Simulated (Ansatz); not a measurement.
# Co (P6_3/mmc) in Ansatz: notebook

One crystal, Co, is run at these levels: LDA; tasks: single point, equation of state.

Program: Ansatz 0.2.0. These are calculated values, not measurements. Logs are shortened: lines on timing, memory, paths and dates and some standing lists are left out, and cuts for length are marked.

### 1 The structure

Symmetry: P6_3/mmc, No. 194, hexagonal system. The conventional cell has a = 2.471 Å, b = 2.471 Å, c = 8.088 Å, α = 90.00°, β = 90.00°, γ = 120.00°. Co (site symmetry -6m2) is surrounded by 12 Co at 2.47 Å. Co (site symmetry -3m) is surrounded by 12 Co at 2.47 Å.

### 2 Single point, LDA, collinear spin, ferromagnetic start, 10.05 Å³/atom (volume scaled by 0.94)

Contents of input.yaml:

```yaml
crystal:
  lattice:
    - [2.4201280013, 0.0, 0.0]
    - [-1.2100640007, 2.0958923296, 0.0]
    - [0.0, 0.0, 7.9231214745]
  atoms:
    - { symbol: Co, position: [0.6666666667, 0.3333333333, 0.75], spin: 2.0 }
    - { symbol: Co, position: [0.0, 0.0, 0.5], spin: 2.0 }
    - { symbol: Co, position: [0.3333333333, 0.6666666667, 0.25], spin: 2.0 }
    - { symbol: Co, position: [0.0, 0.0, 0.0], spin: 2.0 }
kpoints:
  mp_grid: { grid: [12, 12, 4] }
scf:
  occupations: { method: fermi_dirac, width: 0.05 }
hamiltonian:
  xc: lda
  pseudopotentials: { kind: all_electron, lapw: { basis_error: 0.002 } }
magnetization:
  spin_polarized: true
output:
  forces: true
  stress: true
  eigenvalues: true
```

Potentials or basis: all-electron LAPW, scalar-relativistic.

Started as:

```console
$ ansatz run input.yaml --threads 4 --pin off --max-ram 12288MiB --backend cpu --events-out ev --progress --plain --runs-dir out
```

The program printed:

```text
Warning: RAYON_NUM_THREADS=4 ignored (pool sized by the plan → 4); use --threads N
LAPW: plane waves up to 8.944 Å⁻¹, error target 2.0e-3 eV per atom; small_component_spin mean_spin; Co in spheres of 1.210 Å, 17 of its electrons in bands, Dirac shells [] (how accurate: hamiltonian.pseudopotentials.lapw.basis_error, Limitations)
Engine: ansatz 0.2.0, aarch64-unknown-linux-gnu
Pseudopotentials: kind: all_electron
Pseudopotential: Co, LAPW, valence charge 17, lapw/all_electron/scalar/gaussian/Co, Koelling and Harmon's equation, gaussian nucleus
Functional definition: SPW92
  exchange = slater_x
  correlation = pw_c
Crystal: 4 atoms, lattice volume = 40.189 Å³
Basis set: ecut = 304.80044142694027 eV, 497 PW (Γ), exchange–correlation at level 2
Bands: 46, of which v1, the nominal top of the filled ones, is band 34 counted from 1 (33 counted from 0)
Symmetry: 24 space group operations
Space group: P63/mmc (ITA 194), of the structure as read, at distance tolerance 3.4e-5 Å
Magnetic group: BNS 194.263 (UNI 1493), of the structure as read, at distance tolerance 3.4e-5 Å
k-points: 57 of 576
Non-local potential: Co, projectors of the file, none
Initial density: superposition of atomic densities (chi_scale 0.1, normalization cell)
Starting moments: Σ|m| = 8 μB on 4 of 4 sites
Initial wavefunctions: plane waves of lowest kinetic energy (no species holds an atomic orbital)
Functional: x = slater, c = lda
iter 1 solved again at ethr=2.92e-5 eV; its pass at ethr=1.00e-1 eV (dr2=1.99e-2 eV) is discarded
SCF iter   1: F=—  HF=-151416.901432 eV  |F-HF|=—  |Δ(HF+E_count)|=         —  Δρ=2.38e-2 (↑2.38e-2 ↓2.37e-2)  dr2=2.00e-2  dr2_m=1.99e-1  M=6.172 μB ∫|m|=6.322 μB  β_m=0.30  ethr=2.92e-5  ⟨swp⟩=3.4  Hψ=40752  notcnv=0
Mixer restart at iter 1: flushing history
preconditioner: auto → none  [metal: Δε(μ)=0.016 eV  Ē_g=10.214 eV  σ=0.050 eV  W_gap=0.08  n_scr=6 (ndim 8)  ℏωp=35.1 eV  f_vac=0.000  D(μ)=4.11/eV (n_scr^D=52)  sad-step TF]
SCF iter   2: F=—  HF=-151417.017326 eV  |F-HF|=—  |Δ(HF+E_count)|=   1.16e-1  Δρ=1.72e-2 (↑1.68e-2 ↓1.72e-2)  dr2=1.31e-2  dr2_m=1.02e-1  M=6.137 μB ∫|m|=6.334 μB  β_m=0.51  ethr=2.92e-5  ⟨swp⟩=2.5  Hψ=14784  notcnv=0
SCF iter   3: F=—  HF=-151417.149978 eV  |F-HF|=—  |Δ(HF+E_count)|=   1.33e-1  Δρ=5.92e-3 (↑5.92e-3 ↓5.70e-3)  dr2=4.92e-3  dr2_m=9.95e-3  M=6.049 μB ∫|m|=6.345 μB  β_m=0.45  ethr=1.92e-5  ⟨swp⟩=3.0  Hψ=17522  notcnv=0
SCF iter   4: F=—  HF=-151417.146200 eV  |F-HF|=—  |Δ(HF+E_count)|=   3.78e-3  Δρ=1.26e-3 (↑7.59e-4 ↓1.26e-3)  dr2=1.46e-3  dr2_m=1.99e-4  M=6.044 μB ∫|m|=6.384 μB  β_m=0.49  ethr=7.23e-6  ⟨swp⟩=3.0  Hψ=15926  notcnv=0
SCF iter   5: F=—  HF=-151417.146934 eV  |F-HF|=—  |Δ(HF+E_count)|=   7.34e-4  Δρ=1.20e-3 (↑5.95e-4 ↓1.20e-3)  dr2=1.43e-3  dr2_m=1.77e-4  M=6.047 μB ∫|m|=6.392 μB  β_m=0.52  ethr=2.15e-6  ⟨swp⟩=2.0  Hψ=14495  notcnv=0
SCF iter   6: F=—  HF=-151417.147670 eV  |F-HF|=—  |Δ(HF+E_count)|=   7.35e-4  Δρ=5.23e-4 (↑3.57e-4 ↓5.23e-4)  dr2=1.51e-4  dr2_m=5.50e-5  M=6.049 μB ∫|m|=6.404 μB  β_m=0.76  ethr=2.10e-6  ⟨swp⟩=2.0  Hψ=14494  notcnv=0
iter 7 solved again at ethr=6.14e-9 eV; its pass at ethr=2.22e-7 eV (dr2=4.17e-6 eV) is discarded
SCF iter   7: F=—  HF=-151417.147973 eV  |F-HF|=—  |Δ(HF+E_count)|=   3.03e-4  Δρ=1.11e-4 (↑7.64e-5 ↓1.11e-4)  dr2=4.17e-6  dr2_m=2.37e-6  M=6.051 μB ∫|m|=6.414 μB  β_m=0.64  ethr=6.14e-9  ⟨swp⟩=2.0  Hψ=24893  notcnv=0
SCF iter   8: F=—  HF=-151417.147980 eV  |F-HF|=—  |Δ(HF+E_count)|=   7.18e-6  Δρ=1.53e-5 (↑1.53e-5 ↓1.04e-5)  dr2=8.58e-8  dr2_m=4.56e-8  M=6.051 μB ∫|m|=6.416 μB  β_m=0.75  ethr=6.13e-9  ⟨swp⟩=2.8  Hψ=14780  notcnv=0
SCF iter   9: F=—  HF=-151417.147981 eV  |F-HF|=—  |Δ(HF+E_count)|=   2.20e-7  Δρ=6.28e-6 (↑2.86e-6 ↓6.28e-6)  dr2=7.20e-8  dr2_m=2.77e-9  M=6.051 μB ∫|m|=6.416 μB  β_m=0.81  ethr=1.26e-10  ⟨swp⟩=3.0  Hψ=15032  notcnv=0
SCF iter  10: F=—  HF=-151417.147981 eV  |F-HF|=—  |Δ(HF+E_count)|=   4.51e-9  Δρ=1.03e-6 (↑4.20e-7 ↓1.03e-6)  dr2=1.70e-9  dr2_m=7.14e-11  M=6.051 μB ∫|m|=6.416 μB  β_m=0.86  ethr=1.06e-10  ⟨swp⟩=2.0  Hψ=14494  notcnv=0
SCF iter  11: F=-151417.147981 eV  HF=-151417.147981 eV  |F-HF|=3.78e-10  |Δ(HF+E_count)|=  5.24e-10  Δρ=2.91e-7 (↑8.23e-8 ↓2.91e-7)  dr2=1.21e-10  dr2_m=4.62e-12  M=6.051 μB ∫|m|=6.416 μB  ethr=2.50e-12  ⟨swp⟩=2.0  Hψ=14494  notcnv=0
SCF 1 converged in 11 iterations: F = -151417.147981 eV  dr2 = 1.21e-10
SCF converged after 11 iterations
Magnetization: 6.0512 μB (37.0256 up, 30.9744 down)
Absolute magnetization: 6.4162 μB (∫|ρ↑−ρ↓|)
Spin contamination: 0.0594 ħ² per cell (⟨S²⟩ above its minimum at these occupations)
Per-site moments (μB) at R_I (Å): [(1.5568739078672795, 1.21006398263715), (1.535628265729395, 1.21006398263715), (1.5568739078672795, 1.21006398263715), (1.535628265729395, 1.21006398263715)]
Free energy (F): -151417.147981 eV
Harris-Foulkes:  -151417.147981 eV  (|F-HF|=3.78e-10)
Internal energy: -151417.114310 eV  (E = F + TS)
E sigma→0 (E₀):  -151417.131145 eV
Entropy (-TS):   -0.033670 eV (-8.418 meV/atom)
Fermi energy:    20.490727 eV
--- Per-component energies (eV) ---
  E_band       = -845.063735
  E_kinetic    = 153602.292013
  E_xc         = -6243.398876
  E_electrostatic = -298776.007447  (all electrons and nuclei)
  E_smearing   = -0.033670  (= −TS)
  E_closure    = 0.000000  (closes the sum)
  E_atoms      = -151379.377210  (free atoms, spherical and without spin; not in F)
  Σ components = -151417.147981   (vs F -151417.147981, Δ=0.00e0)
  Basis errors (estimates in eV, not in F): energy 4.6e-4 per atom: plane waves 4.1e-4 (2.1e-4 summed), levels above the bands 3.3e-110, relativity 3.8e-9, radial functions 5.7e-5, core shells 2.0e-9; eigenvalues (radial functions only) 1.9e-6; not estimated: angular momenta, meshes, grids; target (lapw.basis_error) 2.0e-3; muffin-tin radii Co 1.210 Å
--- Forces (eV/Å), atoms counted from 1 ---
  atom   1  Co    -0.00000000    -0.00000000     0.00000000
  atom   2  Co     0.00000000    -0.00000000     0.00000000
  atom   3  Co     0.00000000     0.00000000     0.00000000
  atom   4  Co     0.00000000    -0.00000000    -0.00000000
  max |Σ_I F_I| component: 9.25e-18 eV/Å
--- Stress (GPa, compression-positive) ---
        0.274213      -0.000000       0.000000
       -0.000000       0.274213       0.000000
        0.000000       0.000000      -3.290319
  P = ⅓ Tr σ = -0.9140 GPa (-9.140 kbar)
--- Band table (eV; the first three rows and the last of 114) ---
  k-point 0 ↑: bands = ["-74.7404", "-74.7137", "-74.6818", "-74.6550", "-38.6001", "-38.4141", "-38.3530", "-38.2099", "-38.2099", "-38.1870", "-38.1870", "-38.1716", "-38.1716", "-38.1634", "-38.1486", "-38.1486", "10.9565", "13.2762", "13.2919", "14.9204", "17.3586", "17.3930", "17.7031", "17.7031", "17.7401", "17.7401", "17.7502", "18.0145", "18.0145", "18.0909", "18.0909", "18.8321", "18.8321", "19.1967", "19.1967", "19.5304", "19.5304", "19.9746", "19.9746", "20.0829", "27.3343", "35.9356", "35.9488", "42.7647", "43.3230", "44.3492"]
  k-point 1 ↑: bands = ["-74.7376", "-74.7198", "-74.6757", "-74.6577", "-38.5841", "-38.4715", "-38.2951", "-38.2077", "-38.2077", "-38.1930", "-38.1930", "-38.1800", "-38.1656", "-38.1656", "-38.1508", "-38.1508", "11.1212", "12.3581", "14.1580", "14.8819", "17.4270", "17.6335", "17.7017", "17.7333", "17.7333", "17.7727", "17.7727", "17.9678", "17.9678", "18.0367", "18.0367", "18.8940", "18.8940", "19.1427", "19.1427", "19.5071", "19.6141", "19.6141", "19.9208", "19.9208", "28.2273", "32.9988", "39.0003", "42.8605", "43.2280", "44.0506"]
  k-point 2 ↑: bands = ["-74.7300", "-74.7300", "-74.6655", "-74.6655", "-38.5386", "-38.5386", "-38.2268", "-38.2268", "-38.2016", "-38.2016", "-38.2016", "-38.2016", "-38.1569", "-38.1569", "-38.1569", "-38.1569", "11.6029", "11.6029", "14.6908", "14.6908", "17.5748", "17.5748", "17.7982", "17.7982", "17.7982", "17.7982", "17.9393", "17.9393", "17.9393", "17.9393", "18.4198", "18.4198", "19.0236", "19.0236", "19.0236", "19.0236", "19.7799", "19.7799", "19.7799", "19.7799", "30.3324", "30.3324", "41.9343", "41.9343", "43.1140", "43.1140"]
  k-point 56 ↓: bands = ["-72.7990", "-72.7990", "-72.7951", "-72.7951", "-36.7300", "-36.7300", "-36.7011", "-36.7011", "-36.6539", "-36.6539", "-36.6307", "-36.6307", "-36.4910", "-36.4910", "-36.4801", "-36.4801", "17.2443", "17.2443", "17.4449", "17.4449", "17.4680", "17.4680", "17.5473", "17.5473", "18.6306", "18.6306", "18.6791", "18.6791", "20.0763", "20.0763", "20.6628", "20.6628", "21.4718", "21.4718", "21.6182", "21.6182", "26.6473", "26.6473", "27.2331", "27.2331", "27.9026", "27.9026", "30.8475", "30.8475", "32.7094", "32.7094"]
```

It took 29 s on 4 threads of Arm Neoverse V1, shared host; peak memory 0.84 GiB.

What came out:

| Property | Result |
| --- | --- |
| Free energy | -151417.1480 eV |
| Pressure | -0.9 GPa |
| Band gap on the k mesh | none (metal or under the smearing width) |
| Net moment | 6.05 μB per cell |
| Absolute moment | 6.42 μB per cell |
| Site moments | Co +1.56, +1.54 μB |

### 3 Single point, LDA, collinear spin, ferromagnetic start, 10.26 Å³/atom (volume scaled by 0.96)

input.yaml, as its differences from that of step 2:

```diff
@@ -2,5 +2,5 @@
   lattice:
-    - [2.4201280013, 0.0, 0.0]
-    - [-1.2100640007, 2.0958923296, 0.0]
-    - [0.0, 0.0, 7.9231214745]
+    - [2.4371717178, 0.0, 0.0]
+    - [-1.2185858589, 2.110652621, 0.0]
+    - [0.0, 0.0, 7.978919943]
   atoms:
```

Potentials or basis: all-electron LAPW, scalar-relativistic.

Started as:

```console
$ ansatz run input.yaml --threads 4 --pin off --max-ram 12288MiB --backend cpu --events-out ev --progress --plain --runs-dir out
```

It took 29 s on 4 threads of Arm Neoverse V1, shared host; peak memory 0.83 GiB.

The run converged. Its results:

- Free energy: -151417.1287 eV
- Pressure: -6.2 GPa
- Band gap on the k mesh: none (metal or under the smearing width)
- Net moment: 6.14 μB per cell
- Absolute moment: 6.52 μB per cell
- Site moments: Co +1.58, +1.56 μB

### 4 Single point, LDA, collinear spin, ferromagnetic start, 10.47 Å³/atom (volume scaled by 0.98)

input.yaml, as its differences from that of step 3:

```diff
@@ -2,5 +2,5 @@
   lattice:
-    - [2.4371717178, 0.0, 0.0]
-    - [-1.2185858589, 2.110652621, 0.0]
-    - [0.0, 0.0, 7.978919943]
+    - [2.4539803297, 0.0, 0.0]
+    - [-1.2269901649, 2.125209306, 0.0]
+    - [0.0, 0.0, 8.033948716]
   atoms:
```

Started as:

```console
$ ansatz run input.yaml --threads 4 --pin off --max-ram 12288MiB --backend cpu --events-out ev --progress --plain --runs-dir out
```

Wall time 29 s (4 threads of Arm Neoverse V1, shared host); peak memory 0.84 GiB.

The run converged. Its results:

```yaml
Free_energy: -151417.0831 eV
Pressure: -10.8 GPa
Band_gap_on_the_k_mesh: none (metal or under the smearing width)
Net_moment: 6.24 μB per cell
Absolute_moment: 6.63 μB per cell
Site_moments: Co +1.60, +1.59 μB
```

### 5 Single point, LDA, collinear spin, ferromagnetic start, 10.69 Å³/atom

input.yaml, as its differences from that of step 4:

```diff
@@ -2,5 +2,5 @@
   lattice:
-    - [2.4539803297, 0.0, 0.0]
-    - [-1.2269901649, 2.125209306, 0.0]
-    - [0.0, 0.0, 8.033948716]
+    - [2.4705617809, 0.0, 0.0]
+    - [-1.2352808905, 2.1395692639, 0.0]
+    - [0.0, 0.0, 8.0882338]
   atoms:
```

Started as:

```console
$ ansatz run input.yaml --threads 4 --pin off --max-ram 12288MiB --backend cpu --events-out ev --progress --plain --runs-dir out
```

Wall time 31 s (4 threads of Arm Neoverse V1, shared host); peak memory 0.83 GiB.

It converged, with:

* Free energy: -151417.0147 eV
* Pressure: -14.7 GPa
* Band gap on the k mesh: none (metal or under the smearing width)
* Net moment: 6.36 μB per cell
* Absolute moment: 6.76 μB per cell
* Site moments: Co +1.63, +1.62 μB

### 6 Single point, LDA, collinear spin, ferromagnetic start, 10.90 Å³/atom (volume scaled by 1.02)

input.yaml, as its differences from that of step 5:

```diff
@@ -2,5 +2,5 @@
   lattice:
-    - [2.4705617809, 0.0, 0.0]
-    - [-1.2352808905, 2.1395692639, 0.0]
-    - [0.0, 0.0, 8.0882338]
+    - [2.486923594, 0.0, 0.0]
+    - [-1.2434617971, 2.1537390097, 0.0]
+    - [0.0, 0.0, 8.1417998233]
   atoms:
```

Potentials or basis: all-electron LAPW, scalar-relativistic.

Started as:

```console
$ ansatz run input.yaml --threads 4 --pin off --max-ram 12288MiB --backend cpu --events-out ev --progress --plain --runs-dir out
```

It took 34 s on 4 threads of Arm Neoverse V1, shared host; peak memory 0.83 GiB.

The run converged. Its results:

| Property | Result |
| --- | --- |
| Free energy | -151416.9266 eV |
| Pressure | -18.2 GPa |
| Band gap on the k mesh | none (metal or under the smearing width) |
| Net moment | 6.48 μB per cell |
| Absolute moment | 6.89 μB per cell |
| Site moments | Co +1.66, +1.65 μB |

### 7 Single point, LDA, collinear spin, ferromagnetic start, 11.12 Å³/atom (volume scaled by 1.04)

input.yaml, as its differences from that of step 6:

```diff
@@ -2,5 +2,5 @@
   lattice:
-    - [2.486923594, 0.0, 0.0]
-    - [-1.2434617971, 2.1537390097, 0.0]
-    - [0.0, 0.0, 8.1417998233]
+    - [2.503072901, 0.0, 0.0]
+    - [-1.2515364506, 2.1677247198, 0.0]
+    - [0.0, 0.0, 8.1946701348]
   atoms:
```

Started as:

```console
$ ansatz run input.yaml --threads 4 --pin off --max-ram 12288MiB --backend cpu --events-out ev --progress --plain --runs-dir out
```

Run time: 30 s. Hardware: 4 threads of Arm Neoverse V1, shared host; peak memory 0.83 GiB.

It converged, with:

```yaml
Free_energy: -151416.8208 eV
Pressure: -21.4 GPa
Band_gap_on_the_k_mesh: none (metal or under the smearing width)
Net_moment: 6.57 μB per cell
Absolute_moment: 7.00 μB per cell
Site_moments: Co +1.69, +1.67 μB
```

### 8 Single point, LDA, collinear spin, ferromagnetic start, 11.33 Å³/atom (volume scaled by 1.06)

input.yaml, as its differences from that of step 7:

```diff
@@ -2,5 +2,5 @@
   lattice:
-    - [2.503072901, 0.0, 0.0]
-    - [-1.2515364506, 2.1677247198, 0.0]
-    - [0.0, 0.0, 8.1946701348]
+    - [2.5190164704, 0.0, 0.0]
+    - [-1.2595082352, 2.1815322559, 0.0]
+    - [0.0, 0.0, 8.2468668932]
   atoms:
```

Started as:

```console
$ ansatz run input.yaml --threads 4 --pin off --max-ram 12288MiB --backend cpu --events-out ev --progress --plain --runs-dir out
```

It took 30 s on 4 threads of Arm Neoverse V1, shared host; peak memory 0.83 GiB.

It converged, with:

```
Free energy            : -151416.6989 eV
Pressure               : -24.2 GPa
Band gap on the k mesh : none (metal or under the smearing width)
Net moment             : 6.64 μB per cell
Absolute moment        : 7.08 μB per cell
Site moments           : Co +1.71, +1.69 μB
```

### 9 Equation of state, LDA, collinear spin, ferromagnetic start

Potentials or basis: all-electron LAPW, scalar-relativistic.

This step only gathers the single runs of the series.

What came out:

```yaml
Equilibrium_volume: "10.01 Å³/atom (rough: see the caveat)"
Bulk_modulus_at_fixed_shape_and_positions: 263 GPa (rough)
```

Energy against volume, from the lowest point:
| volume (Å³/atom) | energy (meV/atom) |
| --- | --- |
| 10.047 | 0.00 |
| 10.261 | 4.83 |
| 10.475 | 16.22 |
| 10.688 | 33.31 |
| 10.902 | 55.35 |
| 11.116 | 81.80 |
| 11.330 | 112.26 |

Caveat: the minimum lies outside the volumes run; the cell was scaled at fixed shape and fractional positions, which overstates the stiffness of a crystal with free parameters, most of all of layers and chains.

### 10 For comparison

An earlier run on the cell as given: functional PBEsol; potentials or basis all-electron LAPW, scalar-relativistic; cutoff 314 eV (chosen from the basis error); basis error allowed 0.001 eV/atom; k mesh 12 × 12 × 4; occupations fermi-dirac, width 0.05 eV; collinear spin, ferromagnetic start; starting moments [2.0, 2.0, 2.0, 2.0] μB.

- Pressure: -5.8 GPa
- Band gap on the k mesh: none (metal or under the smearing width)
- Net moment: 6.59 μB per cell
- Absolute moment: 7.13 μB per cell
- Site moments: Co +1.70, +1.69 μB
